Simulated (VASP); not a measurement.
Mg, 2 atoms in the cell. The structure is hexagonal, space group P6_3/mmc (No. 194). The conventional cell has a = 3.148 Å, b = 3.148 Å, c = 5.030 Å, α = 90.00°, β = 90.00°, γ = 120.00°. Around Mg (site symmetry -6m2) lie 12 Mg at 3.10 to 3.15 Å. 

| Property | Result |
| --- | --- |
| Program | VASP 6.6.1 |
| Task | single point |
| Functional | LDA |
| Potentials or basis | VASP PAW LDA potentials, release 64 (Mg) |
| Cutoff | 520 eV |
| k mesh | 12 × 12 × 7 |
| Occupations | fermi-dirac, width 0.05 eV |
| Spin | no spin polarisation |
| Dipole correction | no |
| Further INCAR settings | ALGO = Normal; EDIFF = 1e-06; NBANDS = 9 |

Potentials or basis: VASP PAW LDA potentials, release 64 (Mg).

Launch:

```console
$ cat potpaw_LDA.64/Mg/POTCAR > POTCAR
$ mpirun -np 1 vasp_std > vasp.out
```

Hardware: 1 thread of Intel(R) Xeon(R) Platinum 8488C (Sapphire Rapids), with other jobs on the host.

**Question.** Estimate the wall time of this run.

**Answer.** Wall time 9.1 s on 1 thread of Intel(R) Xeon(R) Platinum 8488C (Sapphire Rapids), on a shared host, peak memory 0.15 GiB. Counts: scf iterations 10, k points 76.
